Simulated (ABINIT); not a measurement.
## SiC (F-43m): G0W0 in ABINIT against the bands in the screening

How does the gap of SiC (F-43m) converge in the bands in the screening?

Method: PBE and many-body steps on it, plane waves, in ABINIT 10.8.3.

## Step 1: Set-up

It takes space group F-43m (No. 216, cubic). Conventional cell: a = 4.358 Å, b = 4.358 Å, c = 4.358 Å, α = 90.00°, β = 90.00°, γ = 90.00°. Nearest to Si lie 4 C at 1.89 Å. Nearest to C lie 4 Si at 1.89 Å. Farther neighbours are not listed.

As a file:

```cif
data_structure
_symmetry_space_group_name_H-M 'P 1'
_symmetry_Int_Tables_number 1
_cell_length_a 3.0816
_cell_length_b 3.0816
_cell_length_c 3.0816
_cell_angle_alpha 60.000
_cell_angle_beta 60.000
_cell_angle_gamma 60.000
_cell_volume 20.69
loop_
_atom_site_label
_atom_site_type_symbol
_atom_site_fract_x
_atom_site_fract_y
_atom_site_fract_z
_atom_site_occupancy
Si1 Si 0.00000 0.00000 0.00000 1
C2 C 0.25000 0.25000 0.25000 1
```

The cell and positions come from the Crystallography Open Database and are kept as given unless a step says otherwise.

## Step 2: Screening, 6×6×6 mesh, 12 bands, screening to 261.2 eV

This step: ABINIT 10.8.3; RPA screening on PBE, plane waves, norm-conserving pseudopotentials.

The RPA dielectric matrix is built and inverted for each q.

Contents of run.abi:

```
acell 3*1.0 Angstrom
rprim 
  -0.000000000000 2.179000000000 2.179000000000
  2.179000000000 0.000000000000 2.179000000000
  2.179000000000 2.179000000000 -0.000000000000
ntypat 2
znucl 14 6
natom 2
typat 1 2
xred 
  0.000000000000 0.000000000000 0.000000000000
  0.250000000000 0.250000000000 0.250000000000
pp_dirpath "pseudos"
pseudos "Si.upf, C.upf"
ecut 37
ngkpt 6 6 6
nshiftk 1
shiftk 0 0 0
kptopt 1
chksymbreak 0
istwfk *1
occopt 1
irdwfk 1
optdriver 3
nband 12
ecuteps 9.6
inclvkb 2
awtr 1
symchi 1
indata_prefix "in"
outdata_prefix "out"
tmpdata_prefix "tmp"
```

Launch:

```
> OMP_NUM_THREADS=1 mpirun -n 4 abinit run.abi > log
```

What it wrote:

```text
.Version 10.8.3 of ABINIT. v10.8.2 released Aug 2026.

 Symmetries : space group F-4 3 m (#216); Bravais cF (face-center cubic)
[... echo of the input left out ...]
== DATASET  1 ==================================================================
-   mpi_nproc: 4, omp_nthreads: 1 (-1 if OMP is not activated)

--- !DatasetInfo
iteration_state: {dtset: 1, }
dimensions: {natom: 2, nkpt: 16, mband: 12, nsppol: 1, nspinor: 1, nspden: 1, mpw: 1524, }
cutoff_energies: {ecut:  37.0, pawecutdg:  -1.0, }
electrons: {nelect:   8.00000000E+00, charge:   0.00000000E+00, occopt:   1.00000000E+00, tsmear:   1.00000000E-02, }

 SCREENING: Calculation of the susceptibility and dielectric matrices

 Based on a program developped by R.W. Godby, V. Olevano, G. Onida, and L. Reining.
 Incorporated in ABINIT by V. Olevano, G.-M. Rignanese, and M. Torrent.
.Using double precision arithmetic ; gwpc =  8

[... cell and pseudopotentials left out ...]
--------------------------------------------------------------------------------

 ==== K-mesh for the wavefunctions ====
 Number of points in the irreducible wedge :    16
[... list of points left out ...]
 Together with 24 symmetry operations and time-reversal symmetry
 yields   216 points in the full Brillouin Zone.

 ==== Q-mesh for the screening function ====
 Number of points in the irreducible wedge :    16
[... list of points left out ...]
 Together with 24 symmetry operations and time-reversal symmetry
 yields   216 points in the full Brillouin Zone.

 setmesh: FFT mesh size selected  =    24x   24x   24
          total number of points  =        13824

 vcoul_init : cutoff-mode = AUXILIARY_FUNCTION
 q-points for optical limit:   1
     1)      0.000010    0.000020    0.000030

- screening: taking advantage of time-reversal symmetry
- Maximum band index for partially occupied states nbvw = 4
- Remaining bands to be divided among processors   nbcw = 8
- Number of bands treated by each node ~2

 Number of electrons calculated from density =    8.0000; Expected =    8.0000
 average of density, n =  0.057292
 r_s =    1.6092
 omega_plasma =   23.0888 [eV]

 calculating chi0 at frequencies [eV] :
  1    0.000000E+00    0.000000E+00
  2    0.000000E+00    2.308880E+01

--------------------------------------------------------------------------------
  q-point number  1        q = ( 0.000000, 0.000000, 0.000000) [r.l.u.]
--------------------------------------------------------------------------------
[... chi0 elements left out ...]
 For q-point:  0.000010 0.000020 0.000030
  dielectric constant =   7.0433
  dielectric constant without local fields =   7.6977

  Average fulfillment of the sum rule on Im[epsilon] for q-point    1 :     20.27  [%]
[... wings left out ...]
  q-point number  2        q = ( 0.166667, 0.000000, 0.000000) [r.l.u.]
--------------------------------------------------------------------------------
[... chi0 elements left out ...]
  Average fulfillment of the sum rule on Im[epsilon] for q-point    2 :     72.85  [%]

 [... 14 further q-points ...]
```

It took 7.5 s on 4 MPI ranks of Intel Xeon 6975P-C (Granite Rapids), shared host; peak memory 0.43 GiB.

Numbers from this step:

```
ε∞ with local fields, on this mesh, along the program's q direction : 7.043
the same without local fields                                       : 7.698
plasma frequency                                                    : 23.09 eV
plane waves in the screening matrix                                 : 181
```

Local fields lower ε∞ by 9 %.

## Step 3: 12 bands

This step: G0W0 on PBE, plane waves, norm-conserving pseudopotentials.

run.abi, as its differences from that of step 2:

```diff
@@ -23,8 +23,17 @@
 irdwfk 1
-optdriver 3
-nband 12
+optdriver 4
+nband 99
+gwcalctyp 0
+ecutsigx 37
+symsigma 1
+nkptgw 2
+kptgw 
+  0.0000000000 0.0000000000 0.0000000000
+  0.5000000000 0.5000000000 0.0000000000
+bdgw 
+  2 8
+  3 6
 ecuteps 9.6
-inclvkb 2
-awtr 1
-symchi 1
+irdscr 1
+ppmodel 1
 indata_prefix "in"
```

What it wrote:

```text
.Version 10.8.3 of ABINIT. v10.8.2 released Aug 2026.

 Symmetries : space group F-4 3 m (#216); Bravais cF (face-center cubic)
[... echo of the input left out ...]
== DATASET  1 ==================================================================
-   mpi_nproc: 4, omp_nthreads: 1 (-1 if OMP is not activated)

--- !DatasetInfo
iteration_state: {dtset: 1, }
dimensions: {natom: 2, nkpt: 16, mband: 99, nsppol: 1, nspinor: 1, nspden: 1, mpw: 1524, }
cutoff_energies: {ecut:  37.0, pawecutdg:  -1.0, }
electrons: {nelect:   8.00000000E+00, charge:   0.00000000E+00, occopt:   1.00000000E+00, tsmear:   1.00000000E-02, }

 SIGMA: Calculation of the GW corrections

 Based on a program developped by R.W. Godby, V. Olevano, G. Onida, and L. Reining.
 Incorporated in ABINIT by V. Olevano, G.-M. Rignanese, and M. Torrent.
.Using double precision arithmetic ; gwpc =  8

[... cell and pseudopotentials left out ...]
--------------------------------------------------------------------------------

 ==== K-mesh for the wavefunctions ====
 Number of points in the irreducible wedge :    16
[... list of points left out ...]
 Together with 24 symmetry operations and time-reversal symmetry
 yields   216 points in the full Brillouin Zone.

 ==== Q-mesh for screening function ====
 Number of points in the irreducible wedge :    16
[... list of points left out ...]
 Together with 24 symmetry operations and time-reversal symmetry
 yields   216 points in the full Brillouin Zone.

 vcoul_init : cutoff-mode = AUXILIARY_FUNCTION
 q-points for optical limit:   1
     1)      0.000010    0.000020    0.000030
 setmesh: FFT mesh size selected  =    32x   32x   32
          total number of points  =        32768

 Number of electrons calculated from density =    8.0000; Expected =    8.0000
 average of density, n =  0.057292
 r_s =    1.6092
 omega_plasma =   23.0888 [eV]

 === KS Band Gaps ===
  >>>> For spin  1
   Minimum direct gap =   4.5530 [eV], located at k-point      :   0.5000  0.5000  0.0000
   Fundamental gap    =   1.3613 [eV], Top of valence bands at :   0.0000  0.0000  0.0000
                                       Bottom of conduction at :   0.5000  0.5000  0.0000
 SIGMA fundamental parameters:
 PLASMON POLE MODEL  1
 number of plane-waves for SigmaX                 1459
 number of plane-waves for SigmaC and W            181
 number of plane-waves for wavefunctions          1459
 number of bands                                    99
 number of independent spin polarizations            1
 number of spinorial components                      1
 number of k-points in IBZ                          16
 number of q-points in IBZ                          16
 number of symmetry operations                      24
 number of k-points in BZ                          216
 number of q-points in BZ                          216
 number of frequencies for dSigma/dE                 9
 frequency step for dSigma/dE [eV]                0.25
 number of omega for Sigma on real axis              0
 max omega for Sigma on real axis  [eV]           0.00
 zcut for avoiding poles [eV]                     0.10

 EPSILON^-1 parameters (SCR file):
 dimension of the eps^-1 matrix on file            181
 dimension of the eps^-1 matrix used               181
 number of plane-waves for wavefunctions          1459
 number of bands                                    12
 number of q-points in IBZ                          16
 number of frequencies                               2
 number of real frequencies                          1
 number of imag frequencies                          1

 matrix elements of self-energy operator (all in [eV])

 Perturbative Calculation

--- !SelfEnergy_ee
iteration_state: {dtset: 1, }
kpoint     : [   0.000,    0.000,    0.000, ]
spin       : 1
KS_gap     :    6.223
QP_gap     :    7.129
Delta_QP_KS:    0.905
data: !SigmaeeData |
     Band     E0 <VxcDFT>   SigX SigC(E0)      Z dSigC/dE  Sig(E)    E-E0       E
        2   6.835 -14.930 -17.579   2.476   0.793  -0.261 -15.067  -0.137   6.698
        3   6.835 -14.930 -17.579   2.476   0.793  -0.261 -15.067  -0.137   6.698
        4   6.835 -14.930 -17.579   2.476   0.793  -0.261 -15.067  -0.137   6.698
        5  13.058 -13.213  -7.543  -4.696   0.789  -0.268 -12.445   0.768  13.826
        6  14.146 -11.327  -5.827  -4.497   0.808  -0.238 -10.517   0.810  14.957
        7  14.146 -11.327  -5.827  -4.497   0.808  -0.238 -10.517   0.810  14.957
        8  14.146 -11.327  -5.827  -4.497   0.808  -0.238 -10.517   0.810  14.957

--- !SelfEnergy_ee
iteration_state: {dtset: 1, }
kpoint     : [   0.500,    0.500,    0.000, ]
spin       : 1
KS_gap     :    4.553
QP_gap     :    5.593
Delta_QP_KS:    1.040
data: !SigmaeeData |
     Band     E0 <VxcDFT>   SigX SigC(E0)      Z dSigC/dE  Sig(E)    E-E0       E
        3   3.643 -13.567 -17.441   3.290   0.782  -0.279 -14.023  -0.456   3.188
        4   3.643 -13.567 -17.441   3.290   0.782  -0.279 -14.023  -0.456   3.188
        5   8.196 -10.505  -6.372  -3.423   0.822  -0.216  -9.921   0.584   8.781
        6  11.168 -10.770  -5.961  -3.840   0.826  -0.210  -9.970   0.800  11.969

== END DATASET(S) ==============================================================
================================================================================

 -outvars: echo values of variables after computation  --------
           etotal      0.0000000000E+00
            nband          99
             nkpt          16
          spgroup         216
 [... the other variables as echoed above ...]

 Calculation completed.
```

The job ended after 13 s (4 MPI ranks; peak memory 0.82 GiB).

Numbers from this step:

- G0W0 gap on the points computed: 2.083 eV
- starting gap on the mesh: 1.361 eV
- k of the valence top: 0, 0, 0
- k of the conduction bottom: 0.5, 0.5, 0
- Z at the valence top: 0.793
- Z at the conduction bottom: 0.822
- least direct G0W0 gap on the computed points: 5.593 eV

## Step 4: Screening, 6×6×6 mesh, 25 bands, screening to 261.2 eV

This step: RPA screening on PBE, plane waves, norm-conserving pseudopotentials.

run.abi, as its differences from that of step 3:

```diff
@@ -23,17 +23,8 @@
 irdwfk 1
-optdriver 4
-nband 99
-gwcalctyp 0
-ecutsigx 37
-symsigma 1
-nkptgw 2
-kptgw 
-  0.0000000000 0.0000000000 0.0000000000
-  0.5000000000 0.5000000000 0.0000000000
-bdgw 
-  2 8
-  3 6
+optdriver 3
+nband 25
 ecuteps 9.6
-irdscr 1
-ppmodel 1
+inclvkb 2
+awtr 1
+symchi 1
 indata_prefix "in"
```

What it wrote:

```text
.Version 10.8.3 of ABINIT. v10.8.2 released Aug 2026.

 Symmetries : space group F-4 3 m (#216); Bravais cF (face-center cubic)
[... echo of the input left out ...]
== DATASET  1 ==================================================================
-   mpi_nproc: 4, omp_nthreads: 1 (-1 if OMP is not activated)

--- !DatasetInfo
iteration_state: {dtset: 1, }
dimensions: {natom: 2, nkpt: 16, mband: 25, nsppol: 1, nspinor: 1, nspden: 1, mpw: 1524, }
cutoff_energies: {ecut:  37.0, pawecutdg:  -1.0, }
electrons: {nelect:   8.00000000E+00, charge:   0.00000000E+00, occopt:   1.00000000E+00, tsmear:   1.00000000E-02, }

 SCREENING: Calculation of the susceptibility and dielectric matrices

 Based on a program developped by R.W. Godby, V. Olevano, G. Onida, and L. Reining.
 Incorporated in ABINIT by V. Olevano, G.-M. Rignanese, and M. Torrent.
.Using double precision arithmetic ; gwpc =  8

[... cell and pseudopotentials left out ...]
--------------------------------------------------------------------------------

 ==== K-mesh for the wavefunctions ====
 Number of points in the irreducible wedge :    16
[... list of points left out ...]
 Together with 24 symmetry operations and time-reversal symmetry
 yields   216 points in the full Brillouin Zone.

 ==== Q-mesh for the screening function ====
 Number of points in the irreducible wedge :    16
[... list of points left out ...]
 Together with 24 symmetry operations and time-reversal symmetry
 yields   216 points in the full Brillouin Zone.

 setmesh: FFT mesh size selected  =    24x   24x   24
          total number of points  =        13824

 vcoul_init : cutoff-mode = AUXILIARY_FUNCTION
 q-points for optical limit:   1
     1)      0.000010    0.000020    0.000030

- screening: taking advantage of time-reversal symmetry
- Maximum band index for partially occupied states nbvw = 4
- Remaining bands to be divided among processors   nbcw = 21
- Number of bands treated by each node ~5

 Number of electrons calculated from density =    8.0000; Expected =    8.0000
 average of density, n =  0.057292
 r_s =    1.6092
 omega_plasma =   23.0888 [eV]

 calculating chi0 at frequencies [eV] :
  1    0.000000E+00    0.000000E+00
  2    0.000000E+00    2.308880E+01

--------------------------------------------------------------------------------
  q-point number  1        q = ( 0.000000, 0.000000, 0.000000) [r.l.u.]
--------------------------------------------------------------------------------
[... chi0 elements left out ...]
 For q-point:  0.000010 0.000020 0.000030
  dielectric constant =   7.0659
  dielectric constant without local fields =   7.7365

  Average fulfillment of the sum rule on Im[epsilon] for q-point    1 :     52.72  [%]
[... wings left out ...]
  q-point number  2        q = ( 0.166667, 0.000000, 0.000000) [r.l.u.]
--------------------------------------------------------------------------------
[... chi0 elements left out ...]
  Average fulfillment of the sum rule on Im[epsilon] for q-point    2 :     84.29  [%]

 [... 14 further q-points ...]
```

Run time: 16 s. Hardware: 4 MPI ranks; peak memory 0.48 GiB; 63 s of CPU time.

Numbers from this step:

```yaml
eps_infinity_with_local_fields_on_this_mesh_along_the_program_s_q_direction: 7.066
the_same_without_local_fields: 7.737
plasma_frequency: 23.09 eV
plane_waves_in_the_screening_matrix: 181
```

## Step 5: 25 bands

The self-energy is evaluated for the states that the input lists, and the levels follow from it, in one-shot runs by the linearised quasiparticle equation.

This step: G0W0 on PBE, plane waves, norm-conserving pseudopotentials.

run.abi, as its differences from that of step 4:

```diff
@@ -23,8 +23,17 @@
 irdwfk 1
-optdriver 3
-nband 25
+optdriver 4
+nband 99
+gwcalctyp 0
+ecutsigx 37
+symsigma 1
+nkptgw 2
+kptgw 
+  0.0000000000 0.0000000000 0.0000000000
+  0.5000000000 0.5000000000 0.0000000000
+bdgw 
+  2 8
+  3 6
 ecuteps 9.6
-inclvkb 2
-awtr 1
-symchi 1
+irdscr 1
+ppmodel 1
 indata_prefix "in"
```

What it wrote:

```text
.Version 10.8.3 of ABINIT. v10.8.2 released Aug 2026.

 Symmetries : space group F-4 3 m (#216); Bravais cF (face-center cubic)
[... echo of the input left out ...]
== DATASET  1 ==================================================================
-   mpi_nproc: 4, omp_nthreads: 1 (-1 if OMP is not activated)

--- !DatasetInfo
iteration_state: {dtset: 1, }
dimensions: {natom: 2, nkpt: 16, mband: 99, nsppol: 1, nspinor: 1, nspden: 1, mpw: 1524, }
cutoff_energies: {ecut:  37.0, pawecutdg:  -1.0, }
electrons: {nelect:   8.00000000E+00, charge:   0.00000000E+00, occopt:   1.00000000E+00, tsmear:   1.00000000E-02, }

 SIGMA: Calculation of the GW corrections

 Based on a program developped by R.W. Godby, V. Olevano, G. Onida, and L. Reining.
 Incorporated in ABINIT by V. Olevano, G.-M. Rignanese, and M. Torrent.
.Using double precision arithmetic ; gwpc =  8

[... cell and pseudopotentials left out ...]
--------------------------------------------------------------------------------

 ==== K-mesh for the wavefunctions ====
 Number of points in the irreducible wedge :    16
[... list of points left out ...]
 Together with 24 symmetry operations and time-reversal symmetry
 yields   216 points in the full Brillouin Zone.

 ==== Q-mesh for screening function ====
 Number of points in the irreducible wedge :    16
[... list of points left out ...]
 Together with 24 symmetry operations and time-reversal symmetry
 yields   216 points in the full Brillouin Zone.

 vcoul_init : cutoff-mode = AUXILIARY_FUNCTION
 q-points for optical limit:   1
     1)      0.000010    0.000020    0.000030
 setmesh: FFT mesh size selected  =    32x   32x   32
          total number of points  =        32768

 Number of electrons calculated from density =    8.0000; Expected =    8.0000
[...]
number of omega for Sigma on real axis              0
 max omega for Sigma on real axis  [eV]           0.00
 zcut for avoiding poles [eV]                     0.10

 EPSILON^-1 parameters (SCR file):
 dimension of the eps^-1 matrix on file            181
 dimension of the eps^-1 matrix used               181
 number of plane-waves for wavefunctions          1459
 number of bands                                    25
 number of q-points in IBZ                          16
 number of frequencies                               2
 number of real frequencies                          1
 number of imag frequencies                          1

 matrix elements of self-energy operator (all in [eV])

 Perturbative Calculation

--- !SelfEnergy_ee
iteration_state: {dtset: 1, }
kpoint     : [   0.000,    0.000,    0.000, ]
spin       : 1
KS_gap     :    6.223
QP_gap     :    7.113
Delta_QP_KS:    0.889
data: !SigmaeeData |
     Band     E0 <VxcDFT>   SigX SigC(E0)      Z dSigC/dE  Sig(E)    E-E0       E
        2   6.835 -14.930 -17.579   2.189   0.793  -0.260 -15.295  -0.365   6.470
        3   6.835 -14.930 -17.579   2.189   0.793  -0.260 -15.295  -0.365   6.470
        4   6.835 -14.930 -17.579   2.189   0.793  -0.260 -15.295  -0.365   6.470
[...]
--- !SelfEnergy_ee
iteration_state: {dtset: 1, }
kpoint     : [   0.500,    0.500,    0.000, ]
spin       : 1
KS_gap     :    4.553
QP_gap     :    5.561
Delta_QP_KS:    1.008
data: !SigmaeeData |
     Band     E0 <VxcDFT>   SigX SigC(E0)      Z dSigC/dE  Sig(E)    E-E0       E
[...]
5   8.196 -10.505  -6.372  -3.737   0.821  -0.218 -10.180   0.326   8.522
        6  11.168 -10.770  -5.961  -4.194   0.823  -0.214 -10.264   0.506  11.674

== END DATASET(S) ==============================================================
================================================================================

 -outvars: echo values of variables after computation  --------
           etotal      0.0000000000E+00
            nband          99
             nkpt          16
          spgroup         216
 [... the other variables as echoed above ...]

 Calculation completed.
```

Wall time 13 s (4 MPI ranks); peak memory 0.82 GiB; 53 s of CPU time.

Numbers from this step:

- G0W0 gap on the points computed: 2.052 eV
- starting gap on the mesh: 1.361 eV
- k of the valence top: 0, 0, 0
- k of the conduction bottom: 0.5, 0.5, 0
- Z at the valence top: 0.793
- Z at the conduction bottom: 0.821
- least direct G0W0 gap on the computed points: 5.561 eV

The gap on the mesh goes from 1.36 eV to 2.05 eV, a correction of +0.69 eV.

(Part 1 of 2 ends here.)

[Paths, hosts, dates, memory and timing lines, banners, echoed tables and standing remarks are left out of the program output.]

[Logs are printed without paths, hosts, clocks, repeated set-up lines and the standing remarks that a program may print on its own settings, such as how far it seeks lower states.]

[Runs of the session that timed out or met a known fault of the program may be left out.]

[Hosts, paths, dates, database ids (printed as entryN), source tags and the programs' standing remarks are cut or masked in the printed files.]

[G0W0 gaps are taken among the corrected bands and points alone; a level outside them can change the order at an edge.]

[Where Ansatz stands beside ABINIT at settings called matched, ABINIT's density can come from a denser mesh and the files from another edition; pairs whose starting gaps differed by over 0.03 eV were left out, so agreement reads better than it is.]
